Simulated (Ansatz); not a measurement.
Crystal: KF (Carobbiite).

```xyz
2
Lattice="0.0000 2.6719 2.6719 2.6719 0.0000 2.6719 2.6719 2.6719 0.0000" Properties=species:S:1:pos:R:3 pbc="T T T"
K     0.0000    0.0000    0.0000
F     2.6719    2.6719    2.6719
```

```yaml
Program: Ansatz 0.2.0
Task: relaxation of cell and atoms
Functional: SVWN5
Potentials_or_basis: all-electron PAW datasets made for the crystal
Density_cutoff: 1040 eV
k_mesh: 9 × 9 × 9
Occupations: tetrahedron
Spin: no spin polarisation
```

At the start: volume 19.07 Å³/atom.

Question: Where does the relaxation end?

Answer: Over 4 steps the energy falls by 22.9 meV/atom and the volume is 17.20 Å³/atom (-9.8 %); space group Fm-3m (No. 225, to 0.05 Å).

The path:
```
step  energy change (eV)  largest force (eV/Å)  volume (Å³)
   1              0.0000                0.0000        38.15
   2             -0.0459                0.0000        34.27
   3             -0.0459                0.0000        34.40
   4             -0.0459                0.0000        34.40
```

Final structure:
```cif
data_structure
_symmetry_space_group_name_H-M 'P 1'
_symmetry_Int_Tables_number 1
_cell_length_a 3.6505
_cell_length_b 3.6505
_cell_length_c 3.6505
_cell_angle_alpha 60.000
_cell_angle_beta 60.000
_cell_angle_gamma 60.000
_cell_volume 34.40
loop_
_atom_site_label
_atom_site_type_symbol
_atom_site_fract_x
_atom_site_fract_y
_atom_site_fract_z
_atom_site_occupancy
K1 K 0.00000 0.00000 0.00000 1
F1 F 0.50000 0.50000 0.50000 1
```

Caveat: with tetrahedron occupations forces and stress needn't match the slope of the energy.
